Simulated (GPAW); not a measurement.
Crystal: Br.

```
Br
1.0
     3.36325   -2.32255    0.00000
     3.36325    2.32255    0.00000
     0.00000    0.00000    8.70230
Br
4
Direct
  0.36510 0.63490 0.39010
  0.13490 0.86510 0.89010
  0.63490 0.36510 0.60990
  0.86510 0.13490 0.10990
```

Base run:

```yaml
Program: GPAW 26.7.0
Functional: r2SCAN
Potentials_or_basis: GPAW PAW data sets (gpaw-data 1.2.1)
Cutoff: 600 eV
Basis: pw
k_mesh: 6 × 6 × 3
Occupations: fermi-dirac, width 0.05 eV
Spin: no spin polarisation
```

Its results: band gap on the k mesh 2.21 eV, indirect (least direct gap 2.23 eV); pressure 0.9 GPa; largest force 0.716 eV/Å.

After a change of settings the same cell gave: band gap on the k mesh 1.89 eV, indirect (least direct gap 1.91 eV); pressure 2.1 GPa; largest force 1.032 eV/Å. Which change was it?
A. functional from r2SCAN to PBEsol; potentials or basis from GPAW PAW data sets (gpaw-data 1.2.1) to PAW data sets generated in the run's folder for this functional
B. functional from r2SCAN to PBE; cutoff from 600 eV to 500 eV
C. functional from r2SCAN to LDA; potentials or basis from GPAW PAW data sets (gpaw-data 1.2.1) to the program's PAW data sets (release 1.2.1) made for this functional

B.

r2SCAN gives the wider gap, since meta-GGAs in the generalised Kohn-Sham scheme recover part of the derivative discontinuity.

Caveats: the PAW data sets were made with another functional, which shifts forces and pressure a little (some runs); the cutoff is short for stress and forces, so pressures can be off by a GPa or more (some runs); an odd mesh through Γ misses points on the zone boundary, where band edges often lie (some runs).

Not every run made on this cell is shown here.
